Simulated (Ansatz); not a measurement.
# InSe (P1) in Ansatz: convergence with xc grid

Aim: find how far xc grid must go before the results for InSe settle, at LDA. This setting moves, with any that are tied to it; all else stays.

Everything below comes from runs of Ansatz 0.2.0. Logs are shortened: lines on timing, memory, paths and dates and some standing lists are left out, and cuts for length are marked.

**1. The cell of the first run**

The typed cell holds 4 atoms: a = 8.750 Å, b = 8.750 Å, c = 8.750 Å, α = 26.43°, β = 26.43°, γ = 26.43°.

The cell isn't the ideal one: atoms moved at random, drawn with an rms of 0.05 Å.

**2. With xc grid 1**

input.yaml reads:

```yaml
crystal:
  lattice:
    - [2.0, 1.1547005384, 8.44]
    - [-2.0, 1.1547005384, 8.44]
    - [0.0, -2.3094010768, 8.44]
  atoms:
    - { symbol: In, position: [0.902633, 0.883756, 0.881538] }
    - { symbol: In, position: [-0.018726, -0.00296, 0.01686] }
    - { symbol: Se, position: [0.159676, 0.170798, 0.18013] }
    - { symbol: Se, position: [0.386672, 0.372498, 0.386896] }
hamiltonian:
  xc: lda
  pseudopotentials: { kind: paw }
kpoints:
  mp_grid: { grid: [6, 6, 6] }
scf:
  occupations: { method: methfessel_paxton, width: 0.05 }
output:
  forces: true
  stress: true
  eigenvalues: true
basis:
  xc_grid: 1
```

Potentials or basis: Ansatz PAW.

Started as:

```sh
> ansatz run input.yaml --threads 2 --pin off --max-ram 5632MiB --backend cpu --events-out ev --progress --plain --runs-dir out
```

Run time: 29 s. Hardware: 2 threads of Intel Xeon at 2.50GHz (Skylake/Cascade Lake), shared host; peak memory 0.58 GiB.

Results:

| Property | Result |
| --- | --- |
| Free energy | -21682.6793 eV |
| Pressure | -1.7 GPa |
| Largest force | 0.522 eV/Å |
| Band gap on the k mesh | 0.31 eV, direct |

**3. With xc grid 2**

Edit input.yaml of step 2 so:

```diff
@@ -22,2 +22,2 @@
 basis:
-  xc_grid: 1
+  xc_grid: 2
```

Potentials or basis: Ansatz PAW.

Started as:

```sh
> ansatz run input.yaml --threads 2 --pin off --max-ram 5632MiB --backend cpu --events-out ev --progress --plain --runs-dir out
```

Wall time 29 s (2 threads of Intel Xeon at 2.50GHz (Skylake/Cascade Lake), shared host); peak memory 0.59 GiB.

What came out:

| Item | Value |
| --- | --- |
| Free energy | -21682.6793 eV |
| Pressure | -1.7 GPa |
| Largest force | 0.522 eV/Å |
| Band gap on the k mesh | 0.31 eV, direct |

**4. With xc grid 3**

Edit input.yaml of step 3 so:

```diff
@@ -22,2 +22,2 @@
 basis:
-  xc_grid: 2
+  xc_grid: 3
```

Started as:

```sh
> ansatz run input.yaml --threads 2 --pin off --max-ram 5632MiB --backend cpu --events-out ev --progress --plain --runs-dir out
```

It took 29 s on 2 threads of Intel Xeon at 2.50GHz (Skylake/Cascade Lake), shared host; peak memory 0.6 GiB.

The run converged. Its results:

* Free energy: -21682.6793 eV
* Pressure: -1.7 GPa
* Largest force: 0.522 eV/Å
* Band gap on the k mesh: 0.31 eV, direct

**5. With xc grid 4**

Edit input.yaml of step 4 so:

```diff
@@ -22,2 +22,2 @@
 basis:
-  xc_grid: 3
+  xc_grid: 4
```

Started as:

```sh
> ansatz run input.yaml --threads 2 --pin off --max-ram 5632MiB --backend cpu --events-out ev --progress --plain --runs-dir out
```

Run time: 30 s. Hardware: 2 threads of Intel Xeon at 2.50GHz (Skylake/Cascade Lake), shared host; peak memory 0.61 GiB.

The run converged. Its results:

```
Free energy            : -21682.6793 eV
Pressure               : -1.7 GPa
Largest force          : 0.522 eV/Å
Band gap on the k mesh : 0.31 eV, direct
```

**6. With xc grid 5**

Edit input.yaml of step 5 so:

```diff
@@ -22,2 +22,2 @@
 basis:
-  xc_grid: 4
+  xc_grid: 5
```

Potentials or basis: Ansatz PAW.

Started as:

```sh
> ansatz run input.yaml --threads 2 --pin off --max-ram 5632MiB --backend cpu --events-out ev --progress --plain --runs-dir out
```

The log of the run:

```text
Warning: RAYON_NUM_THREADS=2 ignored (pool sized by the plan → 2); use --threads N
basis.fft_grid_basis auto: the FFT boxes are laid along the combinations [[1, 0, -1], [0, 1, -1], [0, 0, 1]] of the cell's own vectors, 4.000, 4.000 and 8.750 Å long. The dense box has 27×27×60 points. Along the cell's own vectors, as sized, it would have 60×60×60, 4.94 times as many. basis.fft_grid_basis: typed keeps the cell's own vectors: state it where this run's energies or levels are differenced outside the engine with another run's, or held beside a run that keeps those vectors.
Engine: ansatz 0.2.0, x86_64-unknown-linux-gnu
Pseudopotentials: kind: paw
Pseudopotential: In, paw, valence charge 13, recommended cutoff 420 eV (normal), In.paw.azcp
Pseudopotential: Se, paw, valence charge 16, recommended cutoff 420 eV (normal), Se.paw.azcp
Functional definition: SPW92
  exchange = slater_x
  correlation = pw_c
Crystal: 4 atoms, lattice volume = 116.948 Å³
Basis set: ecut = 420 eV, 2309 PW (Γ), FFT grids on a1−a3, a2−a3, a3, exchange–correlation on 135×135×300 points (125 copies of the dense FFT grid, shifted against one another)
Bands: 35, of which v1, the nominal top of the filled ones, is band 29 counted from 1 (28 counted from 0)
Symmetry: 1 space group operations
Space group: P1 (ITA 1), of the structure as read, at distance tolerance 4.9e-5 Å
k-points: 112 of 216 (time reversal used)
Non-local potential: In, projectors of the file, l = 0: 2, l = 1: 2, l = 2: 2, l = 3: 2
Non-local potential: Se, projectors of the file, l = 0: 2, l = 1: 2, l = 2: 3, l = 3: 1
PAW form: soft (Blöchl's): semilocal exchange-correlation on the pseudo side does not see the compensation charge
[... 27 lines left out ...]
--- Per-component energies (eV) ---
  E_band       = -934.658620
  E_kinetic    = 724.868665
  E_local      = -7919.182980  (includes V_loc(G=0)·N_el)
  E_nonlocal   = -437.769627
  E_hartree    = 3637.947185
  E_xc         = -633.364044
  E_vxc        = -398.050048  (∫ρ·V_xc dr)
  E_paw        = -11685.194207  (= ΣΔE_a)
  E_vpaw       = -180.425379  (= ΣTr[D̂ρ^β])
  E_aug_tail   = -0.001171  (compensation charges beyond the density's cutoff)
  E_ewald      = -5374.986884
  E_core_change = 5.003797  (= ΣΔE_core)
  E_smearing   = 0.000000  (= −TS)
  E_closure    = -0.000000  (closes the sum)
  Σ components = -21682.679265   (vs F -21682.679265, Δ=0.00e0)
--- Forces (eV/Å), atoms counted from 1 ---
  atom   1  In    -0.21483242    -0.26645394    -0.34881091
  atom   2  In     0.32474545     0.24046577     0.01713852
  atom   3  Se     0.21952798     0.25568617     0.39844524
  atom   4  Se    -0.32944198    -0.22969898    -0.06670764
  max |Σ_I F_I| component: 6.52e-5 eV/Å
--- Stress (GPa, compression-positive) ---
       -1.547256       0.137949      -0.938566
        0.137949      -1.545762      -0.793168
       -0.938566      -0.793168      -1.951953
  P = ⅓ Tr σ = -1.6817 GPa (-16.817 kbar)
--- Band table (eV; the first three rows and the last of 112) ---
  k-point 0: bands = ["-40.7485", "-40.7459", "-40.7255", "-40.7144", "-40.7088", "-40.6313", "-40.6297", "-40.6153", "-40.6042", "-40.6007", "-7.8310", "-7.6589", "-7.6250", "-7.5579", "-7.5406", "-7.4959", "-7.4822", "-7.3279", "-7.3240", "-7.3001", "-6.6105", "-6.1796", "0.4638", "3.4275", "5.3197", "5.5788", "5.7239", "5.8045", "5.9680", "8.5686", "8.9226", "11.1843", "11.2446", "12.1020"]
  k-point 1: bands = ["-40.7484", "-40.7458", "-40.7255", "-40.7144", "-40.7088", "-40.6313", "-40.6296", "-40.6153", "-40.6042", "-40.6006", "-7.8377", "-7.7364", "-7.6531", "-7.6084", "-7.5293", "-7.5254", "-7.4675", "-7.3649", "-7.3261", "-7.2330", "-6.3215", "-5.9275", "0.6536", "2.9558", "4.2495", "5.1504", "5.3180", "5.6425", "5.8144", "8.9882", "9.5720", "10.5427", "11.3183", "11.5870"]
  k-point 2: bands = ["-40.7483", "-40.7458", "-40.7255", "-40.7144", "-40.7087", "-40.6313", "-40.6294", "-40.6153", "-40.6042", "-40.6006", "-7.9240", "-7.7844", "-7.7587", "-7.6265", "-7.5473", "-7.4964", "-7.4278", "-7.3849", "-7.3286", "-7.1775", "-5.7242", "-5.4103", "0.7579", "1.8934", "3.1081", "4.8005", "4.8572", "5.1295", "5.6624", "8.3258", "8.8832", "10.5534", "11.1591", "11.6179"]
  k-point 111: bands = ["-40.7485", "-40.7459", "-40.7255", "-40.7144", "-40.7088", "-40.6313", "-40.6297", "-40.6153", "-40.6042", "-40.6007", "-7.8310", "-7.6605", "-7.6252", "-7.5579", "-7.5404", "-7.4950", "-7.4821", "-7.3271", "-7.3238", "-7.3081", "-6.4944", "-6.3051", "0.7921", "2.5518", "5.5481", "5.6504", "5.8831", "5.9987", "6.8960", "7.2073", "9.0339", "11.1326", "11.1538", "12.5438"]
```

Wall time 30 s (2 threads of Intel Xeon at 2.50GHz (Skylake/Cascade Lake), shared host); peak memory 0.63 GiB.

What came out:

| Quantity | Value |
| --- | --- |
| Free energy | -21682.6793 eV |
| Pressure | -1.7 GPa |
| Largest force | 0.522 eV/Å |
| Band gap on the k mesh | 0.31 eV, direct |

**7. Result**

| xc grid | energy less the tightest run, at zero smearing (meV/atom) | SCF cycles | CPU time (s) | peak memory (GiB) |
| --- | --- | --- | --- | --- |
| 1 | 0.00 | 7 | 57 | 0.58 |
| 2 | 0.00 | 7 | 57 | 0.59 |
| 3 | 0.00 | 7 | 57 | 0.6 |
| 4 | 0.00 | 7 | 59 | 0.61 |
| 5 | 0.00 | 7 | 59 | 0.63 |

Against the tightest run, the energy stays within 1 meV/atom from 1 on. The tightest run that finished is the yardstick and may itself not be fully converged.

Caveats: spin-orbit coupling is left out, which moves the levels of the heavy elements; the PAW data sets come from PBE, with cores solved anew for the run's functional, which leaves a small shift of forces and pressure.
